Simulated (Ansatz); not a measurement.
# FePt: the cost of one run

Computed with Ansatz 0.2.0 (DFT PBE, scalar-relativistic, plane waves, PAW, unless a step's input says otherwise).

1 further run of the same task is left out (it didn't finish). Runs told in other sessions of the task aren't counted.

### Step 1. The starting structure

The structure is tetragonal, space group P4/mmm (No. 123). Conventional cell: a = 2.734 Å, b = 2.734 Å, c = 3.753 Å, α = 90.00°, β = 90.00°, γ = 90.00°. Around Fe (site symmetry 4/mmm) lie 8 Pt at 2.69 Å and 4 Fe at 2.73 Å. Pt (site symmetry 4/mmm) is surrounded by 8 Fe at 2.69 Å and 4 Pt at 2.73 Å.

As a file:

```
Fe Pt
1.0
     2.73418    0.00000    0.00000
     0.00000    2.73418    0.00000
     0.00000    0.00000    3.75329
Fe Pt
1 1
Direct
  0.50000 0.50000 0.50000
  0.00000 0.00000 0.00000
```

The moments start at Fe 3.29 μB.

### Step 2. Bands and density of states at the final cell

The input, input.yaml:

```yaml
crystal:
  lattice:
    - [2.7341813276, 0.0, 0.0]
    - [0.0, 2.7341813276, 0.0]
    - [0.0, 0.0, 3.7532883631]
  atoms:
    - { symbol: Fe, position: [0.5, 0.5, 0.5], spin: 3.29 }
    - { symbol: Pt, position: [0.0, 0.0, 0.0] }
basis:
  ecutwfc: 420
  ecutrho_ratio: 4
kpoints:
  mp_grid: { grid: [12, 12, 10] }
  band_path:
    path:
      - [[0.0, 0.0, 0.0], [0.0, 0.5, 0.0], [0.5, 0.5, 0.0], [0.0, 0.0, 0.0], [0.0, 0.0, 0.5], [0.0, 0.5, 0.5], [0.5, 0.5, 0.5], [0.0, 0.0, 0.5]]
      - [[0.0, 0.5, 0.0], [0.0, 0.5, 0.5]]
      - [[0.5, 0.5, 0.0], [0.5, 0.5, 0.5]]
    npoints: 14
hamiltonian:
  xc: pbe
scf:
  occupations: { method: gaussian, width: 0.05 }
  lower_state_search: "off"
  n_extra_bands: 15
output:
  forces: true
  stress: true
  eigenvalues: true
  populations: true
  dos: { projected: true, de: 0.02, nscf_kmesh: { grid: [18, 18, 15] } }
  bader: true
  write_density: true
  write_potential: true
  elf: true
  volumetric_format: npy
magnetization:
  spin_polarized: true
checkpoint:
  read: start.run
  write: ck
  compress: false
  write_wavefunctions: false
  write_every: 100000
```

It reads its starting density from start.run, saved by an earlier run on this cell.

The run is started by

```bash
$ ansatz run input.yaml --threads 4 --pin off --max-ram 7168MiB --backend cpu --events-out ev --progress --plain --runs-dir out
```

What time and memory should one allow on 4 threads of Arm Neoverse V1, shared host?

About 16 s, with a peak of 0.65 GiB.
